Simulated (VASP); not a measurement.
# Na2S (Fm-3m) in VASP: a series of runs

Runs on Na2S. Level: PBE. Tasks: single point.

Everything below comes from runs of VASP 6.6.1. Logs are shortened: lines on timing, memory, paths and dates and some standing lists are left out, and cuts for length are marked.

### Step 1. The crystal as given

The structure is cubic, space group Fm-3m (No. 225). The conventional cell has a = 6.547 Å, b = 6.547 Å, c = 6.547 Å, α = 90.00°, β = 90.00°, γ = 90.00°. S (site symmetry m-3m) is surrounded by 8 Na at 2.83 Å. Around Na (site symmetry -43m) lie 4 S at 2.83 Å.

### Step 2. Single point, PBE

The input, INCAR:

```
SYSTEM = Na2S
PREC = Accurate
ENCUT = 220
EDIFF = 1E-6
ISMEAR = 0
SIGMA = 0.05
LREAL = .FALSE.
LASPH = .TRUE.
NELM = 100
ALGO = Normal
ISIF = 2
LWAVE = .FALSE.
LCHARG = .FALSE.
GGA = PE
NBANDS = 17
ADDGRID = .FALSE.
```

The input, KPOINTS:

```
Automatic mesh
0
G
  9 9 9
  0 0 0
```

The input, POSCAR:

```
Na2S
1.0
    0.0000000000      3.2735000000      3.2735000000
    3.2735000000      0.0000000000      3.2735000000
    3.2735000000      3.2735000000      0.0000000000
S Na
1 2
Direct
    0.0000000000      0.0000000000      0.0000000000
    0.7500000000      0.7500000000      0.7500000000
    0.2500000000      0.2500000000      0.2500000000
```

Potentials or basis: VASP PAW PBE potentials, release 64 (S, Na_pv).

On the command line:

```bash
cat potpaw_PBE.64/S/POTCAR potpaw_PBE.64/Na_pv/POTCAR > POTCAR
mpirun -np 1 vasp_std > vasp.out
```

OUTCAR:

```text
SYSTEM = Na2S
   PREC = Accurate
   ENCUT = 220
   EDIFF = 1E-6
   ISMEAR = 0
   LREAL = .FALSE.
   LASPH = .TRUE.
   NELM = 100
   ISIF = 2
   GGA = PE

 Found     35 irreducible k-points:

 Following reciprocal coordinates:
            Coordinates               Weight
  0.000000  0.000000  0.000000      1.000000
  0.111111  0.000000  0.000000      8.000000
  0.222222  0.000000  0.000000      8.000000
  0.333333  0.000000  0.000000      8.000000
  0.444444  0.000000  0.000000      8.000000
  0.111111  0.111111  0.000000      6.000000
   k-points           NKPTS =     35   k-points in BZ     NKDIM =     35   number of bands    NBANDS=     17
   number of dos      NEDOS =    301   number of ions     NIONS =      3
   total plane-waves  NPLWV =  13824
   dimension x,y,z NGX =    24 NGY =   24 NGZ =   24
   dimension x,y,z NGXF=    48 NGYF=   48 NGZF=   48
   ions per type =               1   2
   NGX,Y,Z   is equivalent  to a cutoff of   8.62,  8.62,  8.62 a.u.
   NGXF,Y,Z  is equivalent  to a cutoff of  17.24, 17.24, 17.24 a.u.
 SYSTEM =  Na2S
   PREC   = accura    normal or accurate (medium, high low for compatibility)
   ISTART =      0    job   : 0-new  1-cont  2-samecut
   ICHARG =      2    charge: 1-file 2-atom 10-const
   ISPIN  =      1    spin polarized calculation?
   LNONCOLLINEAR =      F non collinear calculations
   LSORBIT =      F    spin-orbit coupling
   LASPH  =      T    aspherical Exc in radial PAW
   ENCUT  =  220.0 eV  16.17 Ry    4.02 a.u.   5.60  5.60  5.60*2*pi/ulx,y,z
   NELM   =    100;   NELMIN=  2; NELMDL= -5     # of ELM steps
   EDIFF  = 0.1E-05   stopping-criterion for ELM
   LREAL  =      F    real-space projection
   EDIFFG = 0.1E-04   stopping-criterion for IOM
   NSW    =      0    number of steps for IOM
   IBRION =     -1    ionic relax: 0-MD 1-quasi-New 2-CG
   NFREE  =      0    steps in history (QN), initial steepest desc. (CG)
   ISIF   =      2    stress and relaxation
   ISYM   =      2    0-nonsym 1-usesym 2-fastsym
   POTIM  = 0.5000    time-step for ionic-motion
   TEBEG  =    0.0;   TEEND  =   0.0 temperature during run
   PSTRESS=    0.0 pullay stress
   NELECT =      20.0000    total number of electrons
   NUPDOWN=      -1.0000    fix difference up-down
   EMIN   =  10.00;   EMAX   =-10.00  energy-range for DOS
   EFERMI =   0.00;   METHOD = LEGACY
   ISMEAR =     0;   SIGMA  =   0.05  broadening in eV -4-tet -1-fermi 0-gaus
   EFERMI_NEDOS =   21; number of points for ismear=-14 and -15
   IALGO  =     38    algorithm
   IMIX   =      4    mixing-type and parameters
     AMIX     =   0.40;   BMIX     =  1.00
     AMIX_MAG =   1.60;   BMIX_MAG =  1.00
  volume/ion in A,a.u.               =      23.39       157.81
  Fermi-wavevector in a.u.,A,eV,Ry     =   1.077447  2.036079 15.794888  1.160892
  Thomas-Fermi vector in A             =   2.213359
   LORBIT       =      0    0 simple, 1 ext, 2 COOP (PROOUT), +10 PAW based schemes
   GGA     = PE    functional components
   LHFCALC =     F    Hartree Fock is set to
   AEXX    =    0.0000 exact exchange contribution
   IVDW    =     0    specifies the selected vdW correction
   LEPSILON=     F    determine dielectric tensor
   LRPA    =     F    only Hartree local field effects (RPA)
 non-spin polarized calculation
 Gauss-broadening in eV      SIGMA  =   0.05
  energy-cutoff  :      220.00
  volume of cell :       70.16
 maximum number of plane-waves:       534
   NGX = 11   NGY = 11   NGZ = 11

 number of electron      19.9999863 magnetization

 Free energy of the ion-electron system (eV)
  ---------------------------------------------------
  ext. energy  EPLUGINS =         0.00000000
  ---------------------------------------------------
  free energy    TOTEN  =        -9.80181275 eV

  energy without entropy =       -9.80181275  energy(sigma->0) =       -9.80181275

 E-fermi :   0.4032     XC(G=0):  -7.8188

 val. band max:        0.1707800733   @ k =   0.0000   0.0000   0.0000
 cond. band min:       2.6327206271   @ k =   0.0000   0.0000   0.0000
 fundamental gap:      2.4619405537
 Fermi energy:         0.4032374367

 k-point     1 :       0.0000    0.0000    0.0000
  band No.  band energies     occupation
      1     -22.2347      2.00000
      2     -22.2346      2.00000
      3     -22.2346      2.00000
      4     -22.1577      2.00000
      5     -22.1576      2.00000
      6     -22.1576      2.00000
[... 9 lines left out ...]
     16       9.5604      0.00000
     17      11.3619      0.00000

 k-point     2 :       0.1111    0.0000    0.0000
  band No.  band energies     occupation
      1     -22.2325      2.00000
      2     -22.2324      2.00000
      3     -22.2315      2.00000
      4     -22.1624      2.00000
      5     -22.1624      2.00000
      6     -22.1614      2.00000
[... 9 lines left out ...]
     16       9.2160      0.00000
     17      11.0006      0.00000

 k-point     3 :       0.2222    0.0000    0.0000
  band No.  band energies     occupation
      1     -22.2183      2.00000
      2     -22.2183      2.00000
      3     -22.1988      2.00000
      4     -22.1731      2.00000
      5     -22.1642      2.00000
      6     -22.1642      2.00000
[... 9 lines left out ...]
     16       9.1975      0.00000
     17      10.5319      0.00000

 k-point     4 :       0.3333    0.0000    0.0000
  band No.  band energies     occupation
      1     -22.2176      2.00000
      2     -22.2175      2.00000
      3     -22.1988      2.00000
      4     -22.1725      2.00000
      5     -22.1724      2.00000
      6     -22.1685      2.00000
[... 9 lines left out ...]
     16       9.9480      0.00000
     17      10.5398      0.00000

 k-point     5 :       0.4444    0.0000    0.0000
  band No.  band energies     occupation
      1     -22.2015      2.00000
      2     -22.2014      2.00000
      3     -22.1900      2.00000
      4     -22.1806      2.00000
      5     -22.1747      2.00000
      6     -22.1746      2.00000
[... 9 lines left out ...]
     16      11.1116      0.00000
     17      11.1116      0.00000

 k-point     6 :       0.1111    0.1111    0.0000
  band No.  band energies     occupation
      1     -22.2347      2.00000
      2     -22.2347      2.00000
      3     -22.2246      2.00000
      4     -22.1673      2.00000
      5     -22.1555      2.00000
      6     -22.1554      2.00000
[... 9 lines left out ...]
     16       9.7237      0.00000
     17      11.6449      0.00000

 [... further k-points ...]

------------------------ aborting loop because EDIFF is reached ----------------------------------------

  FORCE on cell =-STRESS in cart. coord.  units (eV):
  Direction    XX          YY          ZZ          XY          YZ          ZX
  --------------------------------------------------------------------------------------
  -------------------------------------------------------------------------------------
  Total       -4.8387860     -4.8387860     -4.8387860      0.0000000     -0.0000000      0.0000000
  in kB     -110.5045011   -110.5045011   -110.5045011      0.0000000     -0.0000000      0.0000000
  external PRESSURE =    -110.5045011 kB  Pullay stress =       0.0000000 kB

 VOLUME and BASIS-vectors are now :
 -----------------------------------------------------------------------------
  energy-cutoff  :      220.00
  volume of cell :       70.16
      direct lattice vectors                 reciprocal lattice vectors
     0.000000000  3.273500000  3.273500000    -0.152741714  0.152741714  0.152741714
     3.273500000  0.000000000  3.273500000     0.152741714 -0.152741714  0.152741714
     3.273500000  3.273500000  0.000000000     0.152741714  0.152741714 -0.152741714

 POSITION                                       TOTAL-FORCE (eV/Angst)
 -----------------------------------------------------------------------------------
      0.00000      0.00000      0.00000        -0.000000     -0.000000     -0.000000
      4.91025      4.91025      4.91025         0.000000      0.000000     -0.000000
      1.63675      1.63675      1.63675         0.000000      0.000000      0.000000
 -----------------------------------------------------------------------------------
    total drift:                               -0.000000      0.000000      0.000000

  FREE ENERGIE OF THE ION-ELECTRON SYSTEM (eV)
  ---------------------------------------------------
  free  energy   TOTEN  =        -9.8018127516 eV

  energy  without entropy=       -9.8018127516  energy(sigma->0) =       -9.80181275
```

OSZICAR:

```text
N       E                     dE             d eps       ncg     rms          rms(c)
DAV:   1     0.977271677069E+02    0.97727E+02   -0.71841E+03  1294   0.673E+02
DAV:   2    -0.543995787928E+01   -0.10317E+03   -0.10086E+03  1354   0.222E+02
DAV:   3    -0.105831429729E+02   -0.51432E+01   -0.51286E+01  1411   0.534E+01
DAV:   4    -0.106332782256E+02   -0.50135E-01   -0.50116E-01  1505   0.548E+00
DAV:   5    -0.106340536880E+02   -0.77546E-03   -0.77541E-03  1526   0.647E-01    0.501E+00
DAV:   6    -0.983668488147E+01    0.79737E+00   -0.15934E+00  1499   0.616E+00    0.386E+00
DAV:   7    -0.979048660051E+01    0.46198E-01   -0.24779E-01  1414   0.215E+00    0.249E+00
DAV:   8    -0.980125813507E+01   -0.10772E-01   -0.25279E-02  1243   0.106E+00    0.952E-01
DAV:   9    -0.980031272952E+01    0.94541E-03   -0.12894E-03  1377   0.197E-01    0.561E-01
DAV:  10    -0.980176049526E+01   -0.14478E-02   -0.35655E-03  1213   0.221E-01    0.180E-01
DAV:  11    -0.980179403155E+01   -0.33536E-04   -0.90502E-05  1341   0.507E-02    0.909E-02
DAV:  12    -0.980181319492E+01   -0.19163E-04   -0.36985E-05  1227   0.239E-02    0.336E-02
DAV:  13    -0.980181275164E+01    0.44328E-06   -0.67226E-06  1472   0.139E-02
   1 F= -.98018128E+01 E0= -.98018128E+01  d E =-.770328E-13
```

stdout:

```text
POSCAR found type information on POSCAR S Na
 POSCAR found :  2 types and       3 ions
 scaLAPACK will be used
 LDA part: xc-table for (Slater+PW92), standard interpolation
 POSCAR, INCAR and KPOINTS ok, starting setup
 FFT: planning ... GRIDC
 FFT: planning ... GRID_SOFT
 FFT: planning ... GRID
 WAVECAR not read
 entering main loop
```

It took 5.6 s on 1 thread of Intel Xeon Platinum 8488C (Sapphire Rapids), shared host; peak memory 0.13 GiB.

The run converged, but a check on its numbers failed (symmetry, net force, bounds or a known fault of this set-up), so they aren't taken as properties of the crystal.

Caveat: the cutoff lies under the usual one of these potentials, so the numbers hold a large basis-set error; an odd mesh through Γ misses points on the zone boundary, where band edges often lie.

### Step 3. Single point, PBE

Edit INCAR of step 2 so:

```diff
@@ -2,3 +2,3 @@
 PREC = Accurate
-ENCUT = 220
+ENCUT = 520
 EDIFF = 1E-6
```

The input, KPOINTS:

```
Automatic mesh
0
G
  6 6 6
  0 0 0
```

POSCAR is that of step 2.

Potentials or basis: VASP PAW PBE potentials, release 64 (S, Na_pv).

On the command line:

```bash
cat potpaw_PBE.64/S/POTCAR potpaw_PBE.64/Na_pv/POTCAR > POTCAR
mpirun -np 1 vasp_std > vasp.out
```

Run time: 14 s. Hardware: 1 thread of Intel Xeon Platinum 8488C (Sapphire Rapids), shared host; peak memory 0.19 GiB.

These settings aren't checked as converged: the numbers below hold their error.

Results:

| Property | Result |
| --- | --- |
| Free energy | -9.9754 eV |
| Pressure | 0.3 GPa |
| Band gap on the k mesh | 2.48 eV, direct |

### Step 4. Single point, PBE

Edit INCAR of step 3 so:

```diff
@@ -2,3 +2,3 @@
 PREC = Accurate
-ENCUT = 520
+ENCUT = 400
 EDIFF = 1E-6
```

The input, KPOINTS:

```
Automatic mesh
0
G
  7 7 7
  0 0 0
```

POSCAR is that of step 3.

On the command line:

```bash
cat potpaw_PBE.64/S/POTCAR potpaw_PBE.64/Na_pv/POTCAR > POTCAR
mpirun -np 1 vasp_std > vasp.out
```

Wall time 10 s (1 thread of Intel Xeon Platinum 8488C (Sapphire Rapids), shared host); peak memory 0.16 GiB.

The run converged, but some of its settings lie outside the range that counts as converged, so its numbers aren't taken as properties of the crystal.

Results:

| Item | Value |
| --- | --- |
| Free energy | -9.9751 eV |
| Pressure | 0.1 GPa |
| Band gap on the k mesh | 2.48 eV, direct |

### Step 5. The reference run

An earlier run on the cell as given: functional PBE; potentials or basis VASP PAW PBE potentials, release 64 (S, Na_pv); cutoff 520 eV; k mesh 7 × 7 × 7; occupations fermi-dirac, width 0.05 eV; no spin polarisation.

- Pressure: 0.3 GPa
- Band gap on the k mesh: 2.48 eV, direct
